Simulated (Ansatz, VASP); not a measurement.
Two plane-wave programs on Se

File INCAR:

```
SYSTEM = Se
PREC = Accurate
ENCUT = 520
EDIFF = 1E-6
ISMEAR = -1
SIGMA = 0.1
LREAL = .FALSE.
LASPH = .TRUE.
NELM = 80
ALGO = Normal
ISIF = 2
LWAVE = .FALSE.
LCHARG = .FALSE.
GGA = RE
NBANDS = 20
```

The input KPOINTS:

```
Automatic mesh
0
G
  11 11 5
  0 0 0
```

The input POSCAR:

```
Se
1.0
    3.9505693933      0.0000000000      0.0000000000
   -1.9752846967      3.4212934540      0.0000000000
    0.0000000000      0.0000000000      7.4459185956
Se
4
Direct
    0.0000000000      0.0000000000      1.0000000000
    1.0000000000      1.0000000000      0.5000000000
    0.3333333333      0.6666666667      0.2500000000
    0.6666666667      0.3333333333      0.7500000000
```

Input for Ansatz:

```yaml
crystal:
  lattice:
    - [3.9505693933, 0.0, 0.0]
    - [-1.9752846967, 3.421293454, 0.0]
    - [0.0, 0.0, 7.4459185956]
  atoms:
    - { symbol: Se, position: [0.0, 0.0, 1.0] }
    - { symbol: Se, position: [1.0, 1.0, 0.5] }
    - { symbol: Se, position: [0.3333333333, 0.6666666667, 0.25] }
    - { symbol: Se, position: [0.6666666667, 0.3333333333, 0.75] }
hamiltonian:
  xc: revpbe
  pseudopotentials:
    kind: paw
    azcp:
      Se: "pseudopotentials/Se.paw.azcp"
basis:
  ecutwfc: 420
  fft_grid_basis: typed
kpoints:
  mp_grid: { grid: [11, 11, 5], shift: [0, 0, 0] }
magnetization:
  spin_polarized: false
scf:
  occupations: { method: fermi_dirac, width: 0.1 }
  lower_state_search: "off"
output:
  stress: true
```

Alike in both runs: task single point; functional revPBE; k mesh 11 × 11 × 5; occupations fermi-dirac, width 0.1 eV; no spin polarisation.

|  | VASP | Ansatz |
| --- | --- | --- |
| version | VASP 6.6.1 | Ansatz 0.2.0 |
| potentials or method | VASP PAW PBE potentials, release 64 (Se) | plane waves (420 eV) with PAW, scalar-relativistic |
| plane-wave cutoff (eV) | 520 | 420 |
| valence electrons in the cell | 24 | 64 |

|  | VASP | Ansatz | Ansatz less VASP |
| --- | --- | --- | --- |
| pressure (GPa) | -4.0 | -4.0 | +0.01 |
| largest component of the traceless stress (GPa) | 0.30 | 0.29 | -0.001 |

With one functional, cell and mesh, what is left measures potentials, basis and numerics. The two sets of potentials don't hold the same shells in valence.

Caveats: the PAW data sets were made with another functional, which shifts forces and pressure a little (VASP).
